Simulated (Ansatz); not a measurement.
## Bi in Ansatz: the effect of functional

Slab: Bi, a slab with vacuum.

```
CELL_PARAMETERS angstrom
4.53900 0.00000 0.00000
-2.26950 3.93089 0.00000
0.00000 0.00000 26.82900
ATOMIC_POSITIONS crystal
Bi 0.33333 0.66667 0.27955
Bi 0.66667 0.33333 0.50000
Bi 0.33333 0.66667 0.72045
```

Alike in all runs:

```yaml
Program: Ansatz 0.2.0
Task: single point
Potentials_or_basis: all-electron LAPW, scalar-relativistic
Cutoff: 63 eV (chosen from the basis error)
Basis_error_allowed: 0.002 eV/atom
k_mesh: 7 × 7 × 1
Occupations: fermi-dirac, width 0.05 eV
Spin: no spin polarisation
```

```tsv
functional	largest force (eV/Å)	work function (eV)
PBE	?	?
LDA	0.05	5.04
PBEsol	0.04	4.85
```

**Question.** What does the run with functional PBE give?

**Answer.** Largest force 0.03 eV/Å; work function 4.79 eV.
